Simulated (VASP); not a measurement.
# AlN (P6_3mc) in VASP: notebook, part 2 of 2

VASP 6.6.1. The steps go on from the part before.

## Step 4: Band structure, HSE03

Input file POSCAR:

```
AlN
1.0
    3.1130000000      0.0000000000      0.0000000000
   -1.5565000000      2.6959370820      0.0000000000
    0.0000000000      0.0000000000      4.9810000000
Al N
2 2
Direct
    0.6666666667      0.3333333333      0.5000000000
    0.3333333333      0.6666666667      0.0000000000
    0.6666666667      0.3333333333      0.8800000000
    0.3333333333      0.6666666667      0.3800000000
```

Input file INCAR.step1:

```
PREC     = Accurate       # precision mode
ENCUT    = 520            # plane-wave cutoff, eV
EDIFF    = 1E-5           # SCF threshold, eV
ISMEAR   = 0              # smearing method
SIGMA    = 0.02           # smearing width, eV
LREAL    = False          # projectors in reciprocal space
LASPH    = True           # aspherical terms in the spheres
NELM     = 100            # most SCF steps
ALGO     = Normal         # electronic algorithm
ISIF     = 2              # what is computed and relaxed
LWAVE    = True           # write WAVECAR
LCHARG   = False          # write CHGCAR
NBANDS   = 16             # bands
GGA      = PE             # functional
KPAR     = 4
```

Input file INCAR.step2:

```
PREC     = Accurate       # precision mode
ENCUT    = 520            # plane-wave cutoff, eV
EDIFF    = 1E-7           # SCF threshold, eV
ISMEAR   = 0              # smearing method
SIGMA    = 0.02           # smearing width, eV
LREAL    = False          # projectors in reciprocal space
LASPH    = True           # aspherical terms in the spheres
NELM     = 100            # most SCF steps
ALGO     = Normal         # electronic algorithm
ISIF     = 2              # what is computed and relaxed
LWAVE    = False          # write WAVECAR
LCHARG   = False          # write CHGCAR
GGA      = PE             # functional
LHFCALC  = True           # exact exchange
HFSCREEN = 0.3            # screening, 1/A
PRECFOCK = Fast         
NBANDS   = 16             # bands
ISTART   = 1            
KPAR     = 4
```

Input file KPOINTS:

```
Automatic mesh
0
Gamma
  6 6 4
```

Input file KPOINTS_OPT:

```
path GMKGALHA,LM,KH
12
line-mode
reciprocal
 0.0000000000  0.0000000000  0.0000000000  G
 0.5000000000  0.0000000000  0.0000000000  M

 0.5000000000  0.0000000000  0.0000000000  M
 0.3333333333  0.3333333333  0.0000000000  K

 0.3333333333  0.3333333333  0.0000000000  K
 0.0000000000  0.0000000000  0.0000000000  G

 0.0000000000  0.0000000000  0.0000000000  G
 0.0000000000  0.0000000000  0.5000000000  A

 0.0000000000  0.0000000000  0.5000000000  A
 0.5000000000  0.0000000000  0.5000000000  L

 0.5000000000  0.0000000000  0.5000000000  L
 0.3333333333  0.3333333333  0.5000000000  H

 0.3333333333  0.3333333333  0.5000000000  H
 0.0000000000  0.0000000000  0.5000000000  A

 0.5000000000  0.0000000000  0.5000000000  L
 0.5000000000  0.0000000000  0.0000000000  M

 0.3333333333  0.3333333333  0.0000000000  K
 0.3333333333  0.3333333333  0.5000000000  H
```

Potentials or basis: VASP PAW PBE potentials, release 64 (Al, N).

Launch:

```sh
$ cat potpaw_PBE.64/Al/POTCAR potpaw_PBE.64/N/POTCAR > POTCAR
$ cp INCAR.step1 INCAR
$ mpirun -np 4 vasp_std > vasp.out
$ cp INCAR.step2 INCAR
$ mpirun -np 4 vasp_std > vasp.out
```

It took 9.8 min on 4 MPI ranks of Intel Xeon 6975P-C (Granite Rapids), shared host; peak memory 0.3 GiB.

The run converged. Its results:

* Free energy: -34.1673 eV
* Pressure: -1.5 GPa
* Largest force: 0.128 eV/Å
* Band gap on the k mesh: 5.35 eV, direct
* Band gap along the path: 5.35 eV, direct

Forces on the atoms (eV/Å):
```
Al   0.000  0.000 -0.128
Al   0.000  0.000 -0.128
N    0.000  0.000  0.128
N    0.000  0.000  0.128
```

Stress tensor (GPa, compression positive):
```
-2.00  0.00  0.00
 0.00 -2.00  0.00
 0.00  0.00 -0.37
```

Levels at the corners of the path, in eV from the valence-band top:
```csv
point,band 5,band 6,band 7,band 8,band 9,band 10,band 11,band 12
Γ,-0.91,-0.19,-0.19,0.00,5.35,7.88,12.18,12.51
M,-3.59,-2.25,-1.87,-0.72,6.94,6.94,9.48,11.82
M,-3.59,-2.25,-1.87,-0.72,6.94,6.94,9.48,11.82
K,-4.04,-2.61,-2.56,-2.56,6.13,9.71,11.11,11.11
K,-4.04,-2.61,-2.56,-2.56,6.13,9.71,11.11,11.11
Γ,-0.91,-0.19,-0.19,0.00,5.35,7.88,12.18,12.51
Γ,-0.91,-0.19,-0.19,0.00,5.35,7.88,12.18,12.51
A,-0.56,-0.56,-0.56,-0.56,7.69,7.69,11.75,11.75
A,-0.56,-0.56,-0.56,-0.56,7.69,7.69,11.75,11.75
L,-1.57,-1.57,-1.46,-1.46,6.43,6.43,10.56,10.56
L,-1.57,-1.57,-1.46,-1.46,6.43,6.43,10.56,10.56
H,-4.09,-4.09,-0.86,-0.86,8.67,8.67,9.10,9.10
H,-4.09,-4.09,-0.86,-0.86,8.67,8.67,9.10,9.10
A,-0.56,-0.56,-0.56,-0.56,7.69,7.69,11.75,11.75
L,-1.57,-1.57,-1.46,-1.46,6.43,6.43,10.56,10.56
M,-3.59,-2.25,-1.87,-0.72,6.94,6.94,9.48,11.82
K,-4.04,-2.61,-2.56,-2.56,6.13,9.71,11.11,11.11
H,-4.09,-4.09,-0.86,-0.86,8.67,8.67,9.10,9.10
```

Caveat: the PAW data sets were made with another functional, which shifts forces and pressure a little.

## Step 5: Band structure, PBE0

POSCAR is that of step 4.

INCAR.step1 is that of step 4.

INCAR.step2: that of step 4 with these lines changed.

```diff
@@ -14,3 +14,3 @@
 LHFCALC  = True           # exact exchange
-HFSCREEN = 0.3            # screening, 1/A
+AEXX     = 0.25           # exact-exchange fraction
 PRECFOCK = Fast         
@@ -18,2 +18,3 @@
 ISTART   = 1            
+HFRCUT   = -1           
 KPAR     = 4
```

KPOINTS is that of step 4.

KPOINTS_OPT is that of step 4.

Potentials or basis: VASP PAW PBE potentials, release 64 (Al, N).

Launch:

```sh
$ cat potpaw_PBE.64/Al/POTCAR potpaw_PBE.64/N/POTCAR > POTCAR
$ cp INCAR.step1 INCAR
$ mpirun -np 4 vasp_std > vasp.out
$ cp INCAR.step2 INCAR
$ mpirun -np 4 vasp_std > vasp.out
```

OUTCAR:

```text
PREC = Accurate
   ENCUT = 520
   EDIFF = 1E-7
   ISMEAR = 0
   LREAL = False
   LASPH = True
   NELM = 100
   ISIF = 2
   GGA = PE
   LHFCALC = True
   AEXX = 0.25
   PRECFOCK = Fast
   ISTART = 1

 ion  position               nearest neighbor table
   1  0.667  0.333  0.500-   3 1.89   4 1.89   4 1.89   4 1.89   2 3.07   2 3.07   2 3.07   2 3.07
                             2 3.07   2 3.07
   2  0.333  0.667  0.000-   4 1.89   3 1.89   3 1.89   3 1.89   1 3.07   1 3.07   1 3.07   1 3.07
                             1 3.07   1 3.07
   3  0.667  0.333  0.880-   1 1.89   2 1.89   2 1.89   2 1.89
   4  0.333  0.667  0.380-   2 1.89   1 1.89   1 1.89   1 1.89

  LATTYP: Found a hexagonal cell.
 ALAT       =     3.1130000000
 C/A-ratio  =     1.6000642467

  Lattice vectors:

 A1 = (   3.1130000000,   0.0000000000,   0.0000000000)
 A2 = (  -1.5565000000,   2.6959370820,   0.0000000000)
 A3 = (   0.0000000000,   0.0000000000,   4.9810000000)

Analysis of symmetry for initial positions (statically):
=====================================================================
 Subroutine PRICEL returns:
 Original cell was already a primitive cell.

 Routine SETGRP: Setting up the symmetry group for a
 hexagonal supercell.

 Subroutine GETGRP returns: Found 12 space group operations
 (whereof  6 operations were pure point group operations)
 out of a pool of 24 trial point group operations.

The static configuration has the point symmetry C_3v.
 The point group associated with its full space group is C_6v.

Analysis of symmetry for dynamics (positions and initial velocities):
=====================================================================
 Subroutine PRICEL returns:
 Original cell was already a primitive cell.

 Routine SETGRP: Setting up the symmetry group for a
 hexagonal supercell.
[... 133 lines left out ...]
   PRECFOCK=fast      Normal, Fast or Accurate (Low or Medium for compatibility)
   ENCUT4O =  -1.0   cutoff for four orbital integrals eV
   NKREDX  =     1    reduce k-point grid by
   NKREDY  =     1    reduce k-point grid by
   NKREDZ  =     1    reduce k-point grid by
   AEXX    =    0.2500 exact exchange contribution
   HFSCREEN=    0.0000 screening length (either q_TF or 0.3 A-1)
   HFSCREENC=   0.0000 screening length for correlation (either q_TF or 0.3 A-1)
   ENCUTFOCK=  -1.0 apply spherical cutoff to Coloumb kernel
   IVDW    =     0    specifies the selected vdW correction
   LEPSILON=     F    determine dielectric tensor
   LRPA    =     F    only Hartree local field effects (RPA)
 non-spin polarized calculation
 Gauss-broadening in eV      SIGMA  =   0.02
  energy-cutoff  :      520.00
  volume of cell :       41.80
 maximum number of plane-waves:      1152
 NGX is ok and might be reduce to    24
  NGX = 14; NGY = 14; NGZ = 24

 number of electron      15.9999997 magnetization

 Free energy of the ion-electron system (eV)
  ---------------------------------------------------
  ext. energy  EPLUGINS =         0.00000000
  ---------------------------------------------------
  free energy    TOTEN  =       -36.72524428 eV

  energy without entropy =      -36.72524428  energy(sigma->0) =      -36.72524428

 E-fermi :   4.9603     XC(G=0):  -8.5896

 val. band max:        4.8285970084   @ k =   0.0000   0.0000   0.0000
 cond. band min:      11.1316343039   @ k =   0.0000   0.0000   0.0000
 fundamental gap:      6.3030372955
 Fermi energy:         4.9603397349

 k-point     1 :       0.0000    0.0000    0.0000
  band No.  band energies     occupation
      1     -11.8792      2.00000
      2      -9.5837      2.00000
      3      -1.6981      2.00000
      4       3.8981      2.00000
      5       3.8981      2.00000
      6       4.6296      2.00000
[... 376 lines left out ...]
      3      -0.4365      2.00000
      4      -0.4365      2.00000
      5       0.6601      2.00000
      6       0.6601      2.00000
[... 8 lines left out ...]
     15      21.1585      0.00000
     16      21.1585      0.00000

------------------------ aborting loop because EDIFF is reached ----------------------------------------

  FORCE on cell =-STRESS in cart. coord.  units (eV):
  Direction    XX          YY          ZZ          XY          YZ          ZX
  --------------------------------------------------------------------------------------
  -------------------------------------------------------------------------------------
  Total       -0.5897985     -0.5897985     -0.1643121      0.0000000      0.0000000     -0.0000000
  in kB      -22.6052268    -22.6052268     -6.2975957      0.0000000      0.0000000     -0.0000000
  external PRESSURE =     -17.1693497 kB  Pullay stress =       0.0000000 kB

 VOLUME and BASIS-vectors are now :
 -----------------------------------------------------------------------------
  energy-cutoff  :      520.00
  volume of cell :       41.80
      direct lattice vectors                 reciprocal lattice vectors
     3.113000000  0.000000000  0.000000000     0.321233537  0.185464269  0.000000000
    -1.556500000  2.695937082  0.000000000     0.000000000  0.370928538  0.000000000
     0.000000000  0.000000000  4.981000000     0.000000000  0.000000000  0.200762899

 POSITION                                       TOTAL-FORCE (eV/Angst)
 -----------------------------------------------------------------------------------
      1.55650      0.89865      2.49050        -0.000000      0.000000     -0.127679
     -0.00000      1.79729      0.00000         0.000000     -0.000000     -0.127679
      1.55650      0.89865      4.38328        -0.000000     -0.000000      0.127679
     -0.00000      1.79729      1.89278         0.000000      0.000000      0.127679
 -----------------------------------------------------------------------------------
    total drift:                               -0.000000     -0.000000      0.000228

  FREE ENERGIE OF THE ION-ELECTRON SYSTEM (eV)
  ---------------------------------------------------
  free  energy   TOTEN  =       -36.7252442831 eV

  energy  without entropy=      -36.7252442831  energy(sigma->0) =      -36.72524428
```

OUTCAR.step1:

```text
PREC = Accurate
   ENCUT = 520
   EDIFF = 1E-5
   ISMEAR = 0
   LREAL = False
[... 628 lines left out ...]
      1.55650      0.89865      2.49050         0.000000      0.000000     -0.130048
     -0.00000      1.79729      0.00000        -0.000000      0.000000     -0.130048
      1.55650      0.89865      4.38328         0.000000     -0.000000      0.130048
     -0.00000      1.79729      1.89278        -0.000000      0.000000      0.130048
 -----------------------------------------------------------------------------------
    total drift:                               -0.000000     -0.000000      0.000433

  FREE ENERGIE OF THE ION-ELECTRON SYSTEM (eV)
  ---------------------------------------------------
  free  energy   TOTEN  =       -29.7699237125 eV

  energy  without entropy=      -29.7699237125  energy(sigma->0) =      -29.76992371
```

OSZICAR.step1:

```text
N       E                     dE             d eps       ncg     rms          rms(c)
DAV:   1     0.413161193423E+02    0.41316E+02   -0.73906E+03   672   0.898E+02
DAV:   2    -0.310890603854E+02   -0.72405E+02   -0.65544E+02   880   0.187E+02
DAV:   3    -0.344974395797E+02   -0.34084E+01   -0.33997E+01   896   0.426E+01
DAV:   4    -0.345177560651E+02   -0.20316E-01   -0.20315E-01   776   0.368E+00
DAV:   5    -0.345180186949E+02   -0.26263E-03   -0.26263E-03   896   0.421E-01    0.122E+01
DAV:   6    -0.297574746828E+02    0.47605E+01   -0.10678E+01   792   0.237E+01    0.416E+00
DAV:   7    -0.297817387894E+02   -0.24264E-01   -0.68391E-01   744   0.581E+00    0.295E+00
DAV:   8    -0.297744109743E+02    0.73278E-02   -0.60508E-02   744   0.226E+00    0.592E-01
DAV:   9    -0.297693775150E+02    0.50335E-02   -0.12315E-02   840   0.817E-01    0.247E-01
DAV:  10    -0.297700014919E+02   -0.62398E-03   -0.22515E-03   712   0.299E-01    0.132E-01
DAV:  11    -0.297699206203E+02    0.80872E-04   -0.17505E-04   792   0.102E-01    0.327E-02
DAV:  12    -0.297699237125E+02   -0.30921E-05   -0.10922E-05   592   0.269E-02
   1 F= -.29769924E+02 E0= -.29769924E+02  d E =-.310386E-30
```

Wall time 10 min (4 MPI ranks of Intel Xeon 6975P-C (Granite Rapids), shared host); peak memory 0.21 GiB.

What came out:

```
Free energy             : -36.7252 eV
Pressure                : -1.7 GPa
Largest force           : 0.128 eV/Å
Band gap on the k mesh  : 6.30 eV, direct
Band gap along the path : 6.30 eV, direct
```

Forces on the atoms (eV/Å):
```
Al   0.000  0.000 -0.128
Al   0.000  0.000 -0.128
N    0.000  0.000  0.128
N    0.000  0.000  0.128
```

Levels at the corners of the path, in eV from the valence-band top:
| point | band 6 | band 7 | band 8 | band 9 | band 10 | band 11 |
| --- | --- | --- | --- | --- | --- | --- |
| Γ | -0.20 | -0.20 | 0.00 | 6.30 | 8.88 | 13.24 |
| M | -2.28 | -1.91 | -0.74 | 7.93 | 7.93 | 10.50 |
| M | -2.28 | -1.91 | -0.74 | 7.93 | 7.93 | 10.50 |
| K | -2.66 | -2.60 | -2.60 | 7.10 | 10.74 | 12.16 |
| K | -2.66 | -2.60 | -2.60 | 7.10 | 10.74 | 12.16 |
| Γ | -0.20 | -0.20 | 0.00 | 6.30 | 8.88 | 13.24 |
| Γ | -0.20 | -0.20 | 0.00 | 6.30 | 8.88 | 13.24 |
| A | -0.58 | -0.58 | -0.58 | 8.70 | 8.70 | 12.79 |
| A | -0.58 | -0.58 | -0.58 | 8.70 | 8.70 | 12.79 |
| L | -1.59 | -1.48 | -1.48 | 7.41 | 7.41 | 11.59 |
| L | -1.59 | -1.48 | -1.48 | 7.41 | 7.41 | 11.59 |
| H | -4.17 | -0.87 | -0.87 | 9.69 | 9.69 | 10.12 |
| H | -4.17 | -0.87 | -0.87 | 9.69 | 9.69 | 10.12 |
| A | -0.58 | -0.58 | -0.58 | 8.70 | 8.70 | 12.79 |
| L | -1.59 | -1.48 | -1.48 | 7.41 | 7.41 | 11.59 |
| M | -2.28 | -1.91 | -0.74 | 7.93 | 7.93 | 10.50 |
| K | -2.66 | -2.60 | -2.60 | 7.10 | 10.74 | 12.16 |
| H | -4.17 | -0.87 | -0.87 | 9.69 | 9.69 | 10.12 |

Caveat: the PAW data sets were made with another functional, which shifts forces and pressure a little.

## Step 6: The reference run

An earlier run on the cell as given: functional PBE; potentials or basis VASP PAW PBE potentials, release 64 (Al, N); cutoff 520 eV; k mesh 10 × 10 × 6; occupations fermi-dirac, width 0.05 eV; no spin polarisation.

- Pressure: 3.5 GPa
- Largest force: 0.129 eV/Å
- Band gap on the k mesh: 4.22 eV, direct

## Step 7: Summary

| task | level | k mesh | smearing | ladder | grid for exact exchange (PRECFOCK) | exchange at q = 0 | gap on the mesh (eV) | pressure (GPa) | largest force (eV/Å) |
| --- | --- | --- | --- | --- | --- | --- | --- | --- | --- |
| band structure | HSE03 | 6 × 6 × 4 | gaussian 0.02 eV | gaps | Fast | - | 5.35 | -1.5 | 0.13 |
| band structure | PBE0 | 6 × 6 × 4 | gaussian 0.02 eV | gaps | Fast | truncated | 6.30 | -1.7 | 0.13 |
| single point | PBE | 10 × 10 × 6 | fermi-dirac 0.05 eV | - | - | - | 4.22 | 3.5 | 0.13 |

Alike in all rows: potentials or basis VASP PAW PBE potentials, release 64 (Al, N); no spin polarisation; cell as given; cutoff (eV) 520.

On the cell as given the gap runs from 4.22 eV (PBE) to 6.30 eV (PBE0); the meshes differ, which moves gaps too. The pressure there spans -1.7 GPa (PBE0) to 3.5 GPa (PBE); a positive pressure means that this level wants a larger cell, a negative one a smaller.

Caveats: the PAW data sets were made with another functional, which shifts forces and pressure a little (some runs).

Absolute energies hang on the potentials; compare differences alone.

## Step 8: Against experiment

Step 4. A measured gap of AlN is 6.0343 eV (an exciton energy, a little under the gap; 0 K; quoted in “Structural and optical properties of self-assembled AlN nanowires grown on SiO2/Si substrates by molecular beam epitaxy”, 2024, arxiv:2402.00216); the calculated 5.35 eV misses it by -0.69 eV. 2 values of this kind are on record (6.034 to 6.0343 eV); this one was drawn at random. The value is that of HSE03, without temperature or zero-point motion.

Step 5. Against the measured gap of AlN, 6.034 eV (an exciton energy, a little under the gap; 10 K; quoted in “Self-assembly of well-separated AlN nanowires directly on sputtered metallic TiN films”, 2019, arxiv:1910.07391), the calculated 6.30 eV is off by +0.27 eV. 2 values of this kind are on record (6.034 to 6.0343 eV); this one was drawn at random. The value is that of PBE0, without temperature or zero-point motion.
